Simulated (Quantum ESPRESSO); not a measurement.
**Ge under changes of volume**

One of the cells (19.607 Å³/atom); the others are scaled copies at fixed shape and fractional positions:

```
Ge
1.0
     1.39715   -2.60052    0.00000
     1.39715    2.60052    0.00000
     0.00000    0.00000    2.69823
Ge
1
Direct
  0.50000 0.50000 0.00000
```

This isn't the form of Ge at room conditions, which is diamond.

| Property | Result |
| --- | --- |
| Program | Quantum ESPRESSO 7.5 |
| Functional | r2SCAN |
| Potentials or basis | SG15 PBE 1.2 |
| Cutoff | 952 eV |
| Density cutoff | 3810 eV |
| k mesh | 9 × 9 × 8 |
| Occupations | fermi-dirac, width 0.05 eV |
| Spin | no spin polarisation |

```csv
volume (Å³/atom),energy over the lowest point (meV/atom),pressure (GPa)
18.431,0.00,-0.6
18.823,3.35,-2.0
19.215,?,?
19.607,19.08,-4.4
19.999,31.07,-5.5
20.391,45.61,-6.4
20.783,62.45,-7.3
```

Question: What does the run at 19.215 Å³/atom give?

Answer: Energy over the lowest point 9.80 meV/atom; pressure -3.3 GPa.

Worked out: A Birch-Murnaghan fit of order 3 (a polynomial in V^(-2/3)) to the other rows has its minimum at 18.23 Å³/atom, just outside them, with B0 = V·E''(V) = 65 GPa (rough, since the energies scatter) at fixed shape and positions, which overstates the stiffness. It gives 9.77 meV/atom at 19.215 Å³/atom, against the run's 9.80, and -dE/dV = -3.2 GPa, against -3.3.

Energies are extrapolated to zero smearing.

Caveats: the potentials were made for another functional, which shifts forces and pressure.
